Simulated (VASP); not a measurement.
Results of a VASP single-point calculation on CaSe (strained zincblende)

POSCAR

```
Ca Se
 1.0000000000000000
     0.0000000000000000    3.2638194766000002    3.2638194766000002
     3.2638194766000002    0.0000000000000000    3.2638194766000002
     3.2638194766000002    3.2638194766000002    0.0000000000000000
 Ca  Se
   1   1
Cartesian
  0.0000000000000000  0.0000000000000000  0.0000000000000000
  1.6319097383000001  1.6319097383000001  1.6319097383000001
```

```yaml
gap_between_bands_v_and_c: 3.73 eV
least_direct_gap: 3.83 eV
```

Band v is the last that the valence electrons fill when counted band by band, and c is the next. Levels in eV from the top of v:

```tsv
point	v−1	v	c	c+1
Γ	-0.10	-0.10	3.73	5.98
X	-0.05	-0.05	3.90	5.59
K	-0.49	-0.02	4.22	5.67
L	-0.02	-0.02	5.65	6.10
W	-0.69	-0.11	4.16	5.56
```

**Question.** Which of these levels of theory gave these results?
A. PBE
B. HSE06
C. r²SCAN
D. PBE0
E. LDA
F. PBE with spin–orbit coupling
G. PBEsol

**Answer.** C.

The INCAR was:

```
PREC = Accurate
NBANDS = 15
SIGMA = 0.01
ALGO = Normal
NELM = 120
METAGGA = R2SCAN
LCHARG = .FALSE.
LREAL = .FALSE.
ISIF = 2
LWAVE = .FALSE.
NSW = 0
EDIFF = 1E-7
ENCUT = 520
LASPH = .TRUE.
ISMEAR = 0
IBRION = -1
```
